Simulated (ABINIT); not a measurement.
# SnO2 (Cassiterite) (P4_2/mnm) in ABINIT: notebook, part 2 of 3

ABINIT 10.8.3 (patched build). The steps go on from the part before.

**3. Band structure, PBE**

The input, run.abi:

```
ndtset 2

pp_dirpath "./"
pseudos "Sn.upf, O.upf"

acell 4.738 4.738 3.1865 Angstrom
rprim
     1.0000000000     0.0000000000     0.0000000000
     0.0000000000     1.0000000000     0.0000000000
     0.0000000000     0.0000000000     1.0000000000
ntypat 2
znucl 50 8
natom 6
typat 1 1 2 2 2 2
xcart
     4.4767611892     4.4767611892     3.0108061481
     0.0000000000     0.0000000000     0.0000000000
     7.2263879117     1.7271344668     3.0108061481
     6.2038956560     6.2038956560     0.0000000000
     1.7271344668     7.2263879117     3.0108061481
     2.7496267224     2.7496267224     0.0000000000

ecut 42.0

ixc 11

occopt 3
tsmear 0.05 eV

nstep 100

iomode 3
prtwf 0
prteig 0
prtebands 0
prtden1 1

kptopt1 1
ngkpt1 5 5 6
nshiftk1 1
shiftk1 0.0 0.0 0.0
nband1 32
tolvrs1 1.0e-10

iscf2 -2
getden2 1
nband2 38
nbdbuf2 4
tolwfr2 1.0e-11
kptopt2 -7
ndivsm2 6
prteig2 1
kptbounds2
     0.0000000000     0.0000000000     0.0000000000
     0.0000000000     0.5000000000     0.0000000000
     0.5000000000     0.5000000000     0.0000000000
     0.0000000000     0.0000000000     0.0000000000
     0.0000000000     0.0000000000     0.5000000000
     0.0000000000     0.5000000000     0.5000000000
     0.5000000000     0.5000000000     0.5000000000
     0.0000000000     0.0000000000     0.5000000000
```

Potentials or basis: PseudoDojo NC SR PBE v0.5 standard.

Started as:

```bash
> abinit run.abi > log 2>&1
```

Run time: 7 min. Hardware: 1 thread of Arm Neoverse V2, shared host; peak memory 0.24 GiB.

Results (log left out):

| Property | Result |
| --- | --- |
| Free energy | -6089.5975 eV |
| Pressure | 12.4 GPa |
| Largest force | 0.283 eV/Å |
| Band gap on the k mesh | 1.27 eV, direct |
| Band gap along the path | 1.27 eV, direct |
| Valence electrons inside the program's atomic spheres | Sn 10.45; O 6.33 |

Forces in eV/Å, atoms in the order of the input:
```
Sn   0.000  0.000  0.000
Sn   0.000  0.000  0.000
O   -0.200  0.200  0.000
O    0.200  0.200  0.000
O    0.200 -0.200  0.000
O   -0.200 -0.200  0.000
```

Stress tensor (GPa, compression positive):
```
11.19  0.00  0.00
 0.00 11.19  0.00
 0.00  0.00 14.83
```

Levels at the corners of the path, in eV from the valence-band top:
| point | band 23 | band 24 | band 25 | band 26 | band 27 | band 28 | band 29 | band 30 |
| --- | --- | --- | --- | --- | --- | --- | --- | --- |
| Γ | -1.25 | -0.75 | -0.75 | 0.00 | 1.27 | 6.12 | 6.39 | 6.39 |
| X | -1.20 | -1.20 | -0.62 | -0.62 | 4.42 | 4.42 | 7.13 | 7.13 |
| M | -1.33 | -1.33 | -0.90 | -0.90 | 4.81 | 4.81 | 7.54 | 7.54 |
| Γ | -1.25 | -0.75 | -0.75 | 0.00 | 1.27 | 6.12 | 6.39 | 6.39 |
| Z | -1.63 | -1.63 | -1.25 | -1.25 | 6.20 | 6.20 | 9.82 | 9.82 |
| R | -1.07 | -1.07 | -0.72 | -0.72 | 6.46 | 6.46 | 8.11 | 8.11 |
| A | -0.96 | -0.96 | -0.82 | -0.82 | 4.91 | 4.91 | 8.95 | 8.95 |
| Z | -1.63 | -1.63 | -1.25 | -1.25 | 6.20 | 6.20 | 9.82 | 9.82 |

Caveat: spin-orbit coupling is left out, which moves the levels of the heavy elements.

**4. Band structure, PBE**

run.abi: that of step 3 with these lines changed.

```diff
@@ -3,3 +3,3 @@
 pp_dirpath "./"
-pseudos "Sn.upf, O.upf"
+pseudos "Sn_ONCV_PBE-1.2.upf, O_ONCV_PBE-1.2.upf"
```

Potentials or basis: SG15 NC PBE v1.2.

Started as:

```bash
> abinit run.abi > log 2>&1
```

run.abo:

```text
.Version 10.8.3 of ABINIT
 DATASET    1 : space group P4_2/m n m (#136); Bravais tP (primitive tetrag.)
================================================================================
 Values of the parameters that define the memory need for DATASET  1.
     intxc =       0    ionmov =       0      iscf =       7    lmnmax =       6
     lnmax =       6     mgfft =      54  mpssoang =       3    mqgrid =    3001
     natom =       6  nloc_mem =       1    nspden =       1   nspinor =       1
    nsppol =       1      nsym =      16    n1xccc =       0    ntypat =       2
    occopt =       3   xclevel =       2
       mpw =        6306          nfft =      104976          nkpt =          24
================================================================================
================================================================================

 DATASET    2 : space group P4_2/m n m (#136); Bravais tP (primitive tetrag.)
================================================================================
 Values of the parameters that define the memory need for DATASET  2.
     intxc =       0    ionmov =       0      iscf =      -2    lmnmax =       6
     lnmax =       6     mgfft =      54  mpssoang =       3    mqgrid =    3001
     natom =       6  nloc_mem =       1    nspden =       1   nspinor =       1
    nsppol =       1      nsym =      16    n1xccc =       0    ntypat =       2
    occopt =       3   xclevel =       2
       mpw =        6312          nfft =      104976          nkpt =          50
================================================================================
================================================================================

--------------------------------------------------------------------------------
------------- Echo of variables that govern the present computation ------------
--------------------------------------------------------------------------------
 -outvars: echo values of preprocessed input variables --------
            acell      8.9535223846E+00  8.9535223846E+00  6.0216123002E+00 Bohr
[... 1012 lines left out ...]
  -0.54602   -0.54587   -0.50579   -0.43957   -0.43625   -0.37451   -0.10738    0.03520
   0.04150    0.04461    0.07707    0.11298    0.11908    0.14335    0.14361    0.15585
   0.16224    0.18817    0.24324    0.41175    0.42539    0.42721    0.57831    0.58342
   0.63291    0.63541    0.65362    0.65585    0.74787    0.81493
 kpt#   3, nband= 38, wtk=  1.00000, kpt=  0.0000  0.1667  0.0000 (reduced coord)
  -0.59159   -0.56810   -0.55543   -0.55513   -0.55513   -0.55215   -0.54873   -0.54608
  -0.54608   -0.54601   -0.50335   -0.44460   -0.43194   -0.37616   -0.10239    0.02225
   0.04517    0.04749    0.08159    0.10814    0.12383    0.14194    0.14360    0.14436
   0.16266    0.18445    0.26108    0.40613    0.42855    0.43309    0.58485    0.59058
[... 269 lines left out ...]
   0.14213    0.14571    0.41287    0.42446    0.51195    0.55703    0.58305    0.58896
   0.59067    0.62239    0.66327    0.66391    0.67540    0.69499
 kpt#  49, nband= 38, wtk=  1.00000, kpt=  0.0625  0.0625  0.5000 (reduced coord)
  -0.58504   -0.58378   -0.56533   -0.56344   -0.55007   -0.55003   -0.54668   -0.54666
  -0.54653   -0.54646   -0.44577   -0.44383   -0.38342   -0.38208   -0.07823   -0.07445
   0.03019    0.03139    0.03622    0.05451    0.09328    0.10633    0.13047    0.13061
   0.14295    0.14395    0.41645    0.41958    0.53674    0.55231    0.58627    0.58661
   0.59105    0.60480    0.66066    0.66099    0.69260    0.70158
 kpt#  50, nband= 38, wtk=  1.00000, kpt=  0.0000  0.0000  0.5000 (reduced coord)
  -0.58377   -0.58377   -0.56530   -0.56530   -0.55001   -0.55001   -0.54669   -0.54669
  -0.54654   -0.54654   -0.44408   -0.44408   -0.38330   -0.38330   -0.07687   -0.07687
   0.03280    0.03280    0.05040    0.05040    0.09328    0.09328    0.12933    0.12933
   0.14335    0.14335    0.41759    0.41759    0.55062    0.55062    0.58526    0.58526
   0.59375    0.59375    0.66007    0.66007    0.70410    0.70413

== END DATASET(S) ==============================================================
================================================================================

 -outvars: echo values of variables after computation  --------
            acell      8.9535223846E+00  8.9535223846E+00  6.0216123002E+00 Bohr
           etotal1    -1.8461093735E+02
            fcart1    -1.4456028966E-19  1.4456028966E-19 -0.0000000000E+00
                      -1.4456028966E-19  1.4456028966E-19 -0.0000000000E+00
                      -3.5788777997E-03  3.5788777997E-03 -0.0000000000E+00
                       3.5788777997E-03  3.5788777997E-03 -0.0000000000E+00
                       3.5788777997E-03 -3.5788777997E-03 -0.0000000000E+00
                      -3.5788777997E-03 -3.5788777997E-03 -0.0000000000E+00
           strten1    -2.9659848678E-04 -2.9659848678E-04 -3.9170620768E-04
                       0.0000000000E+00  0.0000000000E+00  0.0000000000E+00
           xangst      2.3689999992E+00  2.3689999992E+00  1.5932499995E+00
                      -8.1375190925E-10 -8.1375190925E-10 -5.2985843976E-10
                       3.8240397990E+00  9.1396019936E-01  1.5932499995E+00
                       3.2829601994E+00  3.2829601994E+00 -5.2985843976E-10
                       9.1396019936E-01  3.8240397990E+00  1.5932499995E+00
                       1.4550397990E+00  1.4550397990E+00 -5.2985843976E-10
             xred      4.9999999983E-01  4.9999999983E-01  4.9999999983E-01
                      -1.7175008638E-10 -1.7175008638E-10 -1.6628226573E-10
                       8.0709999979E-01  1.9289999987E-01  4.9999999983E-01
                       6.9289999987E-01  6.9289999987E-01 -1.6628226573E-10
                       1.9289999987E-01  8.0709999979E-01  4.9999999983E-01
                       3.0709999979E-01  3.0709999979E-01 -1.6628226573E-10
 Calculation completed.
```

Wall time 6.5 min (1 thread of Arm Neoverse V2, shared host); peak memory 0.24 GiB.

Results:

```
Free energy                                           : -5023.5195 eV
Pressure                                              : 9.7 GPa
Largest force                                         : 0.260 eV/Å
Band gap on the k mesh                                : 1.26 eV, direct
Band gap along the path                               : 1.26 eV, direct
Valence electrons inside the program's atomic spheres : Sn 10.26; O 6.34
```

Forces in eV/Å, atoms in the order of the input:
```
Sn   0.000  0.000  0.000
Sn   0.000  0.000  0.000
O   -0.184  0.184  0.000
O    0.184  0.184  0.000
O    0.184 -0.184  0.000
O   -0.184 -0.184  0.000
```

Levels at the corners of the path, in eV from the valence-band top:
| point | band 22 | band 23 | band 24 | band 25 | band 26 | band 27 | band 28 | band 29 | band 30 | band 31 |
| --- | --- | --- | --- | --- | --- | --- | --- | --- | --- | --- |
| Γ | -1.26 | -1.26 | -0.75 | -0.75 | 0.00 | 1.26 | 6.12 | 6.39 | 6.39 | 10.51 |
| X | -1.96 | -1.20 | -1.20 | -0.62 | -0.62 | 4.42 | 4.42 | 7.13 | 7.13 | 10.99 |
| M | -1.93 | -1.34 | -1.34 | -0.90 | -0.90 | 4.80 | 4.80 | 7.55 | 7.55 | 11.06 |
| Γ | -1.26 | -1.26 | -0.75 | -0.75 | 0.00 | 1.26 | 6.12 | 6.39 | 6.39 | 10.51 |
| Z | -2.62 | -1.64 | -1.64 | -1.26 | -1.26 | 6.21 | 6.21 | 9.83 | 9.83 | 10.77 |
| R | -1.74 | -1.07 | -1.07 | -0.72 | -0.72 | 6.46 | 6.46 | 8.11 | 8.11 | 11.10 |
| A | -2.45 | -0.96 | -0.96 | -0.82 | -0.82 | 4.92 | 4.92 | 8.95 | 8.95 | 11.09 |
| Z | -2.62 | -1.64 | -1.64 | -1.26 | -1.26 | 6.21 | 6.21 | 9.83 | 9.83 | 10.77 |

Caveat: spin-orbit coupling is left out, which moves the levels of the heavy elements.

[end of part 2 of 3]
